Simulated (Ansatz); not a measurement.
# Methyl methacrylate (C₅H₈O₂): up Jacob's ladder to CCSD(T)

Aim: compute methyl methacrylate (C₅H₈O₂) with functionals from several rungs and with coupled cluster, and see how far each lands from CCSD(T) at the basis-set limit for the atomisation energy.

Program: Ansatz 0.2.0, Gaussian basis. Level of theory: functionals in def2-TZVPP, the program's frozen cores in correlated methods. These are calculated values, not measurements.

Plan: PBE-D4, r2SCAN-D4, PBE0-D4, B3LYP-D4, ωB97X-V, ωB97M-V, B2PLYP; CCSD(T)/def2-TZVPP; MP2/def2-QZVPP; extrapolation to the limit.

## Step 1: The relaxed structure

An earlier PBE0-D4 in a triple-zeta def2 set relaxation fixed the geometry.

SMILES `C=C(C)C(=O)OC`, 15 atoms, charge 0, spin multiplicity 1.

Atoms are counted from 1 here; the program's logs count them from 0.

Bond lengths: C1–C2 1.330 Å, C1–H8 1.084 Å, C1–H9 1.083 Å, C2–C3 1.494 Å, C2–C4 1.491 Å, C3–H10 1.093 Å, C3–H11 1.093 Å, C3–H12 1.090 Å, C4–O5 1.204 Å, C4–O6 1.341 Å, O6–C7 1.422 Å, C7–H13 1.091 Å, C7–H14 1.088 Å, C7–H15 1.091 Å. Angles: C2–C1–H8 121.2°, C2–C1–H9 120.2°, H8–C1–H9 118.5°, C1–C2–C3 124.0°, C1–C2–C4 116.9°, C3–C2–C4 119.0°, C2–C3–H10 111.1°, C2–C3–H11 111.1°, C2–C3–H12 110.5°, H10–C3–H11 106.5°, H10–C3–H12 108.7°, H11–C3–H12 108.7°, C2–C4–O5 125.6°, C2–C4–O6 111.4°, O5–C4–O6 123.0°, C4–O6–C7 115.1°, O6–C7–H13 110.6°, O6–C7–H14 105.9° and more.

## Step 2: PBE-D4 (GGA)

File in.yaml:

```yaml
crystal:
  periodic: [false, false, false]
  atoms:
    - {symbol: C, position_ang: [-2.113233, 0.778901, 0.504759]}
    - {symbol: C, position_ang: [-0.981077, 0.082221, 0.478215]}
    - {symbol: C, position_ang: [-0.704693, -1.097671, 1.351651]}
    - {symbol: C, position_ang: [0.061659, 0.525112, -0.491286]}
    - {symbol: O, position_ang: [-0.033610, 1.458655, -1.244940]}
    - {symbol: O, position_ang: [1.150673, -0.255255, -0.430044]}
    - {symbol: C, position_ang: [2.197480, 0.098127, -1.325416]}
    - {symbol: H, position_ang: [-2.918212, 0.517990, 1.181959]}
    - {symbol: H, position_ang: [-2.248534, 1.625563, -0.157011]}
    - {symbol: H, position_ang: [-0.499482, -1.989918, 0.755464]}
    - {symbol: H, position_ang: [0.177629, -0.929414, 1.973750]}
    - {symbol: H, position_ang: [-1.556732, -1.299832, 2.001387]}
    - {symbol: H, position_ang: [1.852515, 0.045479, -2.359063]}
    - {symbol: H, position_ang: [2.994289, -0.621812, -1.151826]}
    - {symbol: H, position_ang: [2.547430, 1.111952, -1.125702]}
basis:
  gaussian: {orbitals: def2-TZVPP}
hamiltonian: {xc: pbe, dispersion: d4}
output: {forces: true, orbitals: {seedname: orbitals}}
```

The run is started by

```console
ansatz run in.yaml --threads 2 --pin off --events-out ev --progress --plain --max-ram 22528MiB --backend cuda --devices 0, --max-vram 18GiB
```

After this run come: r2SCAN-D4 (meta-GGA); PBE0-D4 (hybrid); B3LYP-D4 (hybrid); ωB97X-V (range-separated); ωB97M-V (range-separated); B2PLYP (double hybrid); CCSD(T) in def2-TZVPP; MP2 in def2-QZVPP.

Before running them: what should the planned runs give, taken together? Wanted: atomisation energy, CCSD(T)/CBS; farthest; mean size of error, hybrid; mean size of error, range-separated; gap, smallest and largest; T1 diagnostic; triples share of the correlation energy.

The runs gave:

| quantity | value |
| --- | --- |
| atomisation energy, CCSD(T)/CBS | 6402.7 kJ/mol |
| functionals within 32.0 kJ/mol (0.5 %) | B3LYP-D4, ωB97X-V, ωB97M-V |
| farthest | PBE-D4 (+214.3 kJ/mol) |
| mean size of error, hybrid | 36.9 kJ/mol |
| mean size of error, range-separated | 21.5 kJ/mol |
| gap, smallest and largest | 4.20 eV (PBE-D4), 11.16 eV (ωB97X-V) |
| T1 diagnostic | 0.0140 |
| triples share of the correlation energy | 4.2 % |

What this shows: PBE-D4 is off by +214.3 kJ/mol. Double hybrids carry the basis error of their MP2 part in triple zeta, and no dispersion term here, so their miss is partly the set-up's. Misses under about 32.0 kJ/mol are within the doubt on the reference itself, which lacks core-valence correlation, relativity and higher excitations. Hartree-Fock recovers 72 % of the binding; the rest is correlation. Orbital gaps span 4.2 to 11.2 eV; exact exchange widens them. The restricted reference is unstable towards a spin-broken one.
